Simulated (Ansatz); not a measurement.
**TaN (zincblende): response to moved atoms and strain**

How does TaN (zincblende) push back when it is distorted? Each run changes the relaxed cell in one way. The cell was built by placing the elements on the sites of a structure type; the runs don't test whether it is the stable form.

Program: Ansatz 0.2.0. Level of theory: DFT r²SCAN, scalar-relativistic, plane waves, PAW. These are calculated values, not measurements.

### 1 The system as given

Symmetry: F-43m, No. 216, cubic system. Conventional cell: a = 4.733 Å, b = 4.733 Å, c = 4.733 Å, α = 90.00°, β = 90.00°, γ = 90.00°. Ta (site symmetry -43m) has 4 N at 2.05 Å in its first shell of neighbours. N (site symmetry -43m) is surrounded by 4 Ta at 2.05 Å.

As a file:

```
CELL_PARAMETERS angstrom
0.00000 2.36651 2.36651
2.36651 0.00000 2.36651
2.36651 2.36651 0.00000
ATOMIC_POSITIONS crystal
Ta 0.00000 0.00000 0.00000
N 0.25000 0.25000 0.25000
```

An earlier run at r²SCAN left this cell at 13.253 Å³/atom and 0.00 GPa (12×12×12 mesh).

The changes: atom 2 (N) moved 0.02 Å along y; strain e5 = +0.03, atoms carried along; all atoms moved at random (σ = 0.03 Å), cell strained at random (1 %).

### 2 Atom 2 (N) moved 0.02 Å along y

The input, input.yaml:

```yaml
crystal:
  lattice:
    - [0.0, 2.3665051011, 2.3665051011]
    - [2.3665051011, 0.0, 2.3665051011]
    - [2.3665051011, 2.3665051011, 0.0]
  atoms:
    - { symbol: Ta, position: [0.0, 0.0, 0.0], spin: 0.05 }
    - { symbol: "N", position: [0.2542256406, 0.2457743594, 0.2542256406] }
basis:
  ecutwfc: 500
  ecutrho_ratio: 4
kpoints:
  mp_grid: { grid: [12, 12, 12] }
hamiltonian:
  xc: r2scan
scf:
  occupations: { method: gaussian, width: 0.05 }
output:
  forces: true
  stress: true
  eigenvalues: true
  populations: true
  write_density: true
  write_potential: true
  elf: true
  volumetric_format: npy
magnetization:
  spin_polarized: true
checkpoint:
  read: start.run
  write: ck
  compress: false
  write_wavefunctions: false
  write_every: 100000
```

start.run holds the converged state of the cell before the atoms were moved.

Launch:

```sh
> ansatz run input.yaml --threads 2 --pin off --max-ram 2662MiB --backend cpu --events-out ev --progress --plain --runs-dir out
```

Output, shortened:

```text
Warning: checkpoint.read: the run can stay near the saved state's solution: 1 site(s) moved relative to the saved geometry (max |Δs| = 4.226e-3 fractional); the SCF starts from the saved state under `checkpoint.density_extrapolation: transplant`, in force with no word given. A run without [...]
Warning: RAYON_NUM_THREADS=2 ignored (pool sized by the plan → 2); use --threads N
[...]
Pseudopotentials: kind: paw
Pseudopotential: Ta, paw, valence charge 13, recommended cutoff 500 eV (meta_gga), Ta.paw.azcp
Pseudopotential: N, paw, valence charge 5, recommended cutoff 500 eV (meta_gga), N.paw.azcp
Functional definition: r2SCAN
[...]
Crystal: 2 atoms, lattice volume = 26.506 Å³
Basis set: ecut = 500 eV, 645 PW (Γ), exchange–correlation on 100×100×100 points (64 copies of the dense FFT grid, shifted against one another)
Bands: 14, of which v1, the nominal top of the filled ones, is band 9 counted from 1 (8 counted from 0)
Symmetry: 4 space group operations
Space group: Imm2 (ITA 44), of the structure as read, at distance tolerance 3.0e-5 Å
Magnetic group: BNS 44.229 (UNI 327), of the structure as read, at distance tolerance 3.0e-5 Å
k-points: 280 of 1728 (time reversal used)
[...]
Starting moments: Σ|m| = 0.05 μB on 1 of 2 sites; this step starts from the density that it was given
[...]
SCF iter   1: F=—  HF=-10330.759698 eV  |F-HF|=—  |Δ(HF+E_count)|=         —  Δρ=1.25e-3 (↑1.25e-3 ↓1.25e-3)  dr2=1.23e-3  dr2_τ=2.27e-3  dr2_m=4.39e-12  M=0.000 μB ∫|m|=0.000 μB  β_m=1.20  ethr=6.79e-6  ⟨swp⟩=1.8  Hψ=55918  notcnv=0
[...]
SCF iter   6: F=-10330.760234 eV  HF=-10330.760234 eV  |F-HF|=2.02e-8  |Δ(HF+E_count)|=   1.10e-7  Δρ=1.17e-5 (↑1.17e-5 ↓1.17e-5)  dr2=5.22e-8  dr2_τ=7.92e-10  dr2_m=1.97e-14  M=0.000 μB ∫|m|=0.000 μB  ethr=5.56e-10  ⟨swp⟩=8.7  Hψ=48031  notcnv=0
[...]
WARN: the starting moments were not kept: the SCF closed with an absolute magnetisation of 1.9e-6 μB, where they sum to 0.05 μB in size (1 site). That is at most 0.1 of that sum. Measured as dr2_m measures the in/out step, that magnetisation stands 6.5e-13 eV from none, at or under the [...]
this state was not tested for a lower state beside it, because the mixer in use, unlike msr1, does not test its closes by its own steps (another_mixer; see scf.mixing.algorithm and scf.lower_state_search)
SCF converged after 6 iterations
Magnetization: 0.0000 μB (9.0000 up, 9.0000 down)
Absolute magnetization: 0.0000 μB (∫|ρ↑−ρ↓|, with the PAW one-centre terms)
Spin contamination: 0.0000 ħ² per cell (⟨S²⟩ above its minimum at these occupations)
Per-site moments (μB) at R_I (Å): [(7.44312012386133e-7, 0.8406634318014682), (1.4213212297298996e-7, 0.8406634318014682)]
Free energy (F): -10330.760234 eV
[...]
E sigma→0 (E₀):  -10330.758981 eV
Entropy (-TS):   -0.002506 eV (-1.253 meV/atom)
Fermi energy:    16.856003 eV
[...]
--- Forces (eV/Å), atoms counted from 1 ---
  atom   1  Ta     0.00000000     0.09870843     0.00000000
  atom   2  N     -0.00000000    -0.09867748    -0.00000000
[...]
--- Stress (GPa, compression-positive) ---
        0.091561      -0.000000      -1.393582
       -0.000000       0.027109       0.000000
       -1.393582      -0.000000       0.091561
  P = ⅓ Tr σ = 0.0701 GPa (0.701 kbar)
--- Band table (eV; the first three rows and the last of 560) ---
  k-point 0 ↑: bands = ["-54.4246", "-20.1781", "-20.1700", "-20.1601", "-1.9570", "9.2590", "9.3001", "9.3445", "15.5918", "17.3488", "17.3495", "22.6029", "22.7533", "22.8837"]
[...]
--- Löwdin populations: 2 sites ---
  site symbol       q [e]    m [muB]
     0     Ta     12.1402     0.0000
     1      N      5.7379     0.0000
  spilling = 0.006777 (of n_electrons = 18.000000)
```

Run time: 21 s. Hardware: 2 threads of Arm Neoverse V2, shared host; peak memory 0.6 GiB.

This gives: volume 13.253 Å³/atom, pressure 0.07 GPa, a metal on this mesh, no moment left.

Forces on the atoms, as numbers:

```tsv
atom	x (eV/Å)	y (eV/Å)	z (eV/Å)
Ta1	0.000	0.099	0.000
N2	0.000	-0.099	0.000
```

The maps below are laid out on this run's own conventional cell (a, b, c = 3.347, 3.347, 4.733 Å).

Density in a lattice plane of the grid's cell (edges 3.35 and 4.73 Å, at 0.000 of the third edge), which holds Ta and N.

Ten even steps from '0' (0.05 e/Å³) to '9' (4.52 e/Å³):
```
8996211111112699
9864212222212468
5432123555321234
1111135777531111
0000136777631000
0000125777521000
0000013454310000
0000001222100000
0000000010000000
0000000000000000
0000000000000000
0000000000000000
0000000000000000
0000000000000000
0000000000000000
1110000000000011
5431000000000134
9873100000001378
8996200000002699
6897310000013798
```
Columns run along the first of these edges and rows up along the second, over one cell in 16 and 20 even steps from the bottom left corner. Atoms in the plane (fractional): Ta at (0.00, 0.00), N at (0.50, 0.75).

ELF in the same plane.

Values, 12 rows by 8 columns:
```
0.55 0.71 0.28 0.62 0.79 0.62 0.28 0.71
0.60 0.35 0.42 0.81 0.58 0.81 0.42 0.35
0.07 0.15 0.72 0.67 0.00 0.67 0.72 0.15
0.07 0.21 0.68 0.79 0.66 0.79 0.68 0.21
0.04 0.10 0.42 0.69 0.76 0.69 0.42 0.10
0.02 0.04 0.16 0.34 0.41 0.34 0.16 0.04
0.04 0.07 0.19 0.34 0.39 0.34 0.19 0.07
0.07 0.11 0.31 0.53 0.59 0.53 0.31 0.11
0.08 0.10 0.25 0.56 0.66 0.56 0.25 0.10
0.59 0.46 0.18 0.37 0.56 0.37 0.18 0.46
0.55 0.77 0.44 0.18 0.35 0.18 0.44 0.77
0.00 0.60 0.50 0.20 0.44 0.20 0.50 0.60
```
Columns run along the first of these edges and rows up along the second, over one cell in 8 and 12 even steps from the bottom left corner. Atoms in the plane (fractional): Ta at (0.00, 0.00), N at (0.50, 0.75).

Both are smooth fields of the valence electrons: close to the nuclei they are not physical.

Outside the cores ELF peaks at 0.82 in the shell around N, 0.6 Å from N; 0.66 between the atoms, 2.0 Å from Ta.

### 3 Strain e5 = +0.03, atoms carried along

The input, input.yaml:

```yaml
crystal:
  lattice:
    - [0.0354975765, 2.3665051011, 2.3665051011]
    - [2.4020026776, 0.0, 2.4020026776]
    - [2.3665051011, 2.3665051011, 0.0354975765]
  atoms:
    - { symbol: Ta, position: [0.0, 0.0, 0.0], spin: 0.05 }
    - { symbol: "N", position: [0.25, 0.25, 0.25] }
basis:
  ecutwfc: 500
  ecutrho_ratio: 4
kpoints:
  mp_grid: { grid: [12, 12, 12] }
hamiltonian:
  xc: r2scan
scf:
  occupations: { method: gaussian, width: 0.05 }
output:
  forces: true
  stress: true
  eigenvalues: true
  populations: true
magnetization:
  spin_polarized: true
```

Launch:

```sh
> ansatz run input.yaml --threads 2 --pin off --max-ram 2662MiB --backend cpu --events-out ev --progress --plain --runs-dir out
```

Output, shortened:

```text
Warning: RAYON_NUM_THREADS=2 ignored (pool sized by the plan → 2); use --threads N
[...]
[... 4 set-up lines as earlier in the session ...]
[...]
Crystal: 2 atoms, lattice volume = 26.501 Å³
Basis set: ecut = 500 eV, 661 PW (Γ), exchange–correlation on 100×100×100 points (64 copies of the dense FFT grid, shifted against one another)
Bands: 14, of which v1, the nominal top of the filled ones, is band 9 counted from 1 (8 counted from 0)
[... 2 set-up lines as earlier in the session ...]
Magnetic group: BNS 44.229 (UNI 327), of the structure as read, at distance tolerance 3.0e-5 Å
k-points: 280 of 1728 (time reversal used)
[...]
Starting moments: Σ|m| = 0.05 μB on 1 of 2 sites
[...]
WARN: the starting moments were not kept: the SCF closed with an absolute magnetisation of 7.3e-6 μB, where they sum to 0.05 μB in size (1 site). That is at most 0.1 of that sum. Measured as dr2_m measures the in/out step, that magnetisation stands 1.0e-11 eV from none, at or under the [...]
Absolute magnetization: 0.0000 μB (∫|ρ↑−ρ↓|, with the PAW one-centre terms)
Spin contamination: 0.0000 ħ² per cell (⟨S²⟩ above its minimum at these occupations)
Per-site moments (μB) at R_I (Å): [(2.8762402149499738e-6, 0.8369669358630039), (4.187953709255873e-7, 0.8369669358630039)]
Free energy (F): -10330.751633 eV
[...]
E sigma→0 (E₀):  -10330.750514 eV
Entropy (-TS):   -0.002237 eV (-1.118 meV/atom)
Fermi energy:    16.858748 eV
[...]
--- Forces (eV/Å), atoms counted from 1 ---
  atom   1  Ta    -0.00000000     0.34985062     0.00000000
  atom   2  N      0.00000000    -0.34985163    -0.00000000
[...]
--- Stress (GPa, compression-positive) ---
        0.288395       0.000000      -3.891933
        0.000000       0.256681      -0.000000
       -3.891933      -0.000000       0.288395
  P = ⅓ Tr σ = 0.2778 GPa (2.778 kbar)
--- Band table (eV; the first three rows and the last of 560) ---
  k-point 0 ↑: bands = ["-54.4207", "-20.1695", "-20.1682", "-20.1597", "-1.9548", "9.2448", "9.2970", "9.3606", "15.5955", "17.3522", "17.3613", "22.6288", "22.7420", "22.8781"]
[...]
--- Löwdin populations: 2 sites ---
  site symbol       q [e]    m [muB]
     0     Ta     12.1409     0.0000
     1      N      5.7371    -0.0000
  spilling = 0.006777 (of n_electrons = 18.000000)
```

Run time: 48 s. Hardware: 2 threads of Arm Neoverse V2, shared host; peak memory 0.62 GiB.

This gives: volume 13.250 Å³/atom, pressure 0.28 GPa, a metal on this mesh, no moment left.

Forces on the atoms, as numbers:

```tsv
atom	x (eV/Å)	y (eV/Å)	z (eV/Å)
Ta1	0.000	0.350	0.000
N2	0.000	-0.350	0.000
```

### 4 All atoms moved at random (σ = 0.03 Å), cell strained at random (1 %)

The input, input.yaml:

```yaml
crystal:
  lattice:
    - [-0.0421864117, 2.3418143875, 2.3322757144]
    - [2.3858776857, -0.0732643584, 2.3633536611]
    - [2.3357097588, 2.3227244073, -0.0230964316]
  atoms:
    - { symbol: Ta, position: [0.0001892358, 0.0042587347, -0.0062280412], spin: 0.05 }
    - { symbol: "N", position: [0.2498107642, 0.2457412653, 0.2562280412] }
basis:
  ecutwfc: 500
  ecutrho_ratio: 4
kpoints:
  mp_grid: { grid: [12, 12, 12] }
hamiltonian:
  xc: r2scan
scf:
  occupations: { method: gaussian, width: 0.05 }
output:
  forces: true
  stress: true
  eigenvalues: true
  populations: true
magnetization:
  spin_polarized: true
```

Launch:

```sh
> ansatz run input.yaml --threads 2 --pin off --max-ram 2662MiB --backend cpu --events-out ev --progress --plain --runs-dir out
```

Output, shortened:

```text
Warning: RAYON_NUM_THREADS=2 ignored (pool sized by the plan → 2); use --threads N
[...]
[... 4 set-up lines as earlier in the session ...]
[...]
Crystal: 2 atoms, lattice volume = 26.612 Å³
Basis set: ecut = 500 eV, 679 PW (Γ), exchange–correlation on 100×100×100 points (64 copies of the dense FFT grid, shifted against one another)
Bands: 14, of which v1, the nominal top of the filled ones, is band 9 counted from 1 (8 counted from 0)
Symmetry: 1 space group operations
Space group: P1 (ITA 1), of the structure as read, at distance tolerance 3.0e-5 Å
Magnetic group: BNS 1.1 (UNI 1), of the structure as read, at distance tolerance 3.0e-5 Å
k-points: 868 of 1728 (time reversal used)
[...]
Starting moments: Σ|m| = 0.05 μB on 1 of 2 sites
[...]
WARN: the starting moments were not kept: the SCF closed with an absolute magnetisation of 7.3e-6 μB, where they sum to 0.05 μB in size (1 site). That is at most 0.1 of that sum. Measured as dr2_m measures the in/out step, that magnetisation stands 9.9e-12 eV from none, at or under the [...]
Absolute magnetization: 0.0000 μB (∫|ρ↑−ρ↓|, with the PAW one-centre terms)
Spin contamination: 0.0000 ħ² per cell (⟨S²⟩ above its minimum at these occupations)
Per-site moments (μB) at R_I (Å): [(-2.8167737464450147e-6, 0.8272045715417795), (-1.2637532095808266e-7, 0.8272045715417795)]
Free energy (F): -10330.727821 eV
[...]
E sigma→0 (E₀):  -10330.726783 eV
Entropy (-TS):   -0.002076 eV (-1.038 meV/atom)
Fermi energy:    16.757695 eV
[...]
--- Forces (eV/Å), atoms counted from 1 ---
  atom   1  Ta    -0.16332666     0.17813117    -0.55875713
  atom   2  N      0.16332723    -0.17812861     0.55875906
[...]
--- Stress (GPa, compression-positive) ---
       -0.402809       6.711436      -2.151135
        6.711437      -0.124690       2.070468
       -2.151136       2.070467       0.228809
  P = ⅓ Tr σ = -0.0996 GPa (-0.996 kbar)
--- Band table (eV; the first three rows and the last of 1736) ---
  k-point 0 ↑: bands = ["-54.5169", "-20.2809", "-20.2569", "-20.2498", "-2.0114", "9.1704", "9.2076", "9.3331", "15.5008", "17.2190", "17.3312", "22.2439", "22.7337", "22.9884"]
[...]
--- Löwdin populations: 2 sites ---
  site symbol       q [e]    m [muB]
     0     Ta     12.1396    -0.0000
     1      N      5.7379     0.0000
  spilling = 0.006806 (of n_electrons = 18.000000)
```

Run time: 2.1 min. Hardware: 2 threads of Arm Neoverse V2, shared host; peak memory 1.1 GiB.

Result: volume 13.306 Å³/atom, pressure -0.10 GPa, no gap, no moment left.

Forces on the atoms, as numbers:

```tsv
atom	x (eV/Å)	y (eV/Å)	z (eV/Å)
Ta1	-0.163	0.178	-0.559
N2	0.163	-0.178	0.559
```

### 5 The distortions side by side

| change | change of free energy (meV/atom) | largest force (eV/Å) | largest change of stress (GPa) |
| --- | --- | --- | --- |
| atom 2 (N) moved 0.02 Å along y | 0.59 | 0.099 | 1.39 |
| strain e5 = +0.03, atoms carried along | 4.89 | 0.350 | 3.89 |
| all atoms moved at random (σ = 0.03 Å), cell strained at random (1 %) | 16.80 | 0.609 | 6.71 |

Moving atom 2 by 0.02 Å meets a restoring force of 0.099 eV/Å along the move, a force constant of about 4.9 eV/Å². The strain e5 = +0.03 changes that stress component by -3.89 GPa (compression positive), a ratio of 130 GPa; that is a secant over a finite strain with the atoms carried along, not the elastic constant. No change lowers the energy by more than 0.5 meV/atom; other distortions weren't tried. Spin–orbit coupling is left out, though the cell holds Ta; in elements this heavy it can shift levels and gaps by tenths of an eV. A run loses the moments it was seeded with; other starts can end magnetic.
